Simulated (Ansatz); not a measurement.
# GaP: a strain scan

The task, for GaP: strain the cell along the Voigt pattern (0, 1, 0, 0, 0, 0).

Program: Ansatz 0.2.0. Level of theory: DFT PBE, scalar-relativistic, plane waves, PAW. These are calculated values, not measurements.

## (1) Starting point

The structure is cubic, space group F-43m (No. 216). Conventional cell: a = 5.451 Å, b = 5.451 Å, c = 5.451 Å, α = 90.00°, β = 90.00°, γ = 90.00°. Around Ga (site symmetry -43m) lie 4 P at 2.36 Å. P (site symmetry -43m) has 4 Ga at 2.36 Å in its first shell of neighbours.

Structure file:

```cif
data_structure
_symmetry_space_group_name_H-M 'F-43m'
_symmetry_Int_Tables_number 216
_cell_length_a 5.4505
_cell_length_b 5.4505
_cell_length_c 5.4505
_cell_angle_alpha 90.000
_cell_angle_beta 90.000
_cell_angle_gamma 90.000
_cell_volume 161.92
loop_
_atom_site_label
_atom_site_type_symbol
_atom_site_symmetry_multiplicity
_atom_site_Wyckoff_symbol
_atom_site_fract_x
_atom_site_fract_y
_atom_site_fract_z
_atom_site_occupancy
Ga1 Ga 4 a 0.00000 0.00000 0.00000 1
P1 P 4 c 0.25000 0.25000 0.25000 1
```

No relaxation comes first: the listed cell is the starting point.

## (2) The reference cell

The reference gives a free energy of -4539.5479 eV, pressure 2.51 GPa, largest force 0.000 eV/Å and gap on the mesh 1.64 eV. It was computed beforehand with the settings of the runs below.

## (3) Setting up a strain scan

The cell is strained by ε times the Voigt pattern (0, 1, 0, 0, 0, 0) (xx, yy, zz, yz, xz, xy; engineering shear), with fractional coordinates fixed (clamped ions). The stress on the pattern is the sum of the stress components weighted by it, tension positive.

## (4) Point ε = -0.0600

The input, input.yaml:

```yaml
crystal:
  lattice:
    - [0.0, 2.561735, 2.72525]
    - [2.72525, 0.0, 2.72525]
    - [2.72525, 2.561735, 0.0]
  atoms:
    - { symbol: Ga, position: [0.0, 0.0, 0.0] }
    - { symbol: P, position: [0.75, 0.75, 0.75] }
basis:
  ecutwfc: 420
kpoints:
  mp_grid: { grid: [8, 8, 8] }
hamiltonian:
  xc: pbe
scf:
  occupations: { method: gaussian, width: 0.05 }
output:
  forces: true
  stress: true
  eigenvalues: true
```

Launch:

```bash
$ ansatz run input.yaml --threads 1 --pin off --max-ram 2560MiB --backend cpu --events-out ev --progress --plain --runs-dir out
```

## (5) ε = 0.0450

Changes to input.yaml since step 4:

```diff
@@ -2,5 +2,5 @@
   lattice:
-    - [0.0, 2.561735, 2.72525]
+    - [0.0, 2.84788625, 2.72525]
     - [2.72525, 0.0, 2.72525]
-    - [2.72525, 2.561735, 0.0]
+    - [2.72525, 2.84788625, 0.0]
   atoms:
```

## (6) Point ε = -0.0300

Changes to input.yaml since step 5:

```diff
@@ -2,5 +2,5 @@
   lattice:
-    - [0.0, 2.84788625, 2.72525]
+    - [0.0, 2.6434925, 2.72525]
     - [2.72525, 0.0, 2.72525]
-    - [2.72525, 2.84788625, 0.0]
+    - [2.72525, 2.6434925, 0.0]
   atoms:
```

## (7) At ε = 0.0150

Changes to input.yaml since step 6:

```diff
@@ -2,5 +2,5 @@
   lattice:
-    - [0.0, 2.6434925, 2.72525]
+    - [0.0, 2.76612875, 2.72525]
     - [2.72525, 0.0, 2.72525]
-    - [2.72525, 2.6434925, 0.0]
+    - [2.72525, 2.76612875, 0.0]
   atoms:
```

## (8) At ε = 0.0600

Changes to input.yaml since step 7:

```diff
@@ -2,5 +2,5 @@
   lattice:
-    - [0.0, 2.76612875, 2.72525]
+    - [0.0, 2.888765, 2.72525]
     - [2.72525, 0.0, 2.72525]
-    - [2.72525, 2.76612875, 0.0]
+    - [2.72525, 2.888765, 0.0]
   atoms:
```

## (9) Point ε = -0.0450

Changes to input.yaml since step 8:

```diff
@@ -2,5 +2,5 @@
   lattice:
-    - [0.0, 2.888765, 2.72525]
+    - [0.0, 2.60261375, 2.72525]
     - [2.72525, 0.0, 2.72525]
-    - [2.72525, 2.888765, 0.0]
+    - [2.72525, 2.60261375, 0.0]
   atoms:
```

## (10) Point ε = 0.0300

Changes to input.yaml since step 9:

```diff
@@ -2,5 +2,5 @@
   lattice:
-    - [0.0, 2.60261375, 2.72525]
+    - [0.0, 2.8070075, 2.72525]
     - [2.72525, 0.0, 2.72525]
-    - [2.72525, 2.60261375, 0.0]
+    - [2.72525, 2.8070075, 0.0]
   atoms:
```

## (11) ε = -0.0150

Changes to input.yaml since step 10:

```diff
@@ -2,5 +2,5 @@
   lattice:
-    - [0.0, 2.8070075, 2.72525]
+    - [0.0, 2.68437125, 2.72525]
     - [2.72525, 0.0, 2.72525]
-    - [2.72525, 2.8070075, 0.0]
+    - [2.72525, 2.68437125, 0.0]
   atoms:
```

## (12) Point ε = 0.0525

Changes to input.yaml since step 11:

```diff
@@ -2,5 +2,5 @@
   lattice:
-    - [0.0, 2.68437125, 2.72525]
+    - [0.0, 2.868325625, 2.72525]
     - [2.72525, 0.0, 2.72525]
-    - [2.72525, 2.68437125, 0.0]
+    - [2.72525, 2.868325625, 0.0]
   atoms:
```

(Steps that only read results are left out.)

Before running it: what results should come out? Wanted: slope of the stress at ε = 0, over ±0.0150.

As calculated:

| quantity | value |
| --- | --- |
| slope of the stress at ε = 0, over ±0.0150 | 137 GPa |

In words: The slope of the stress at zero strain, 137 GPa, estimates C22 with clamped ions in this Cartesian frame; letting the atoms relax could not make it stiffer. The reference stands under 2.5 GPa, so this is no zero-stress constant. The energy drops below the reference, by 2.8 meV/atom at ε = 0.0150; the cell was taken as given and not relaxed at this level. Compression costs more than tension: 51.5 against 10.7 meV/atom at the ends. The gap on the mesh stays between 0.94 and 1.64 eV.
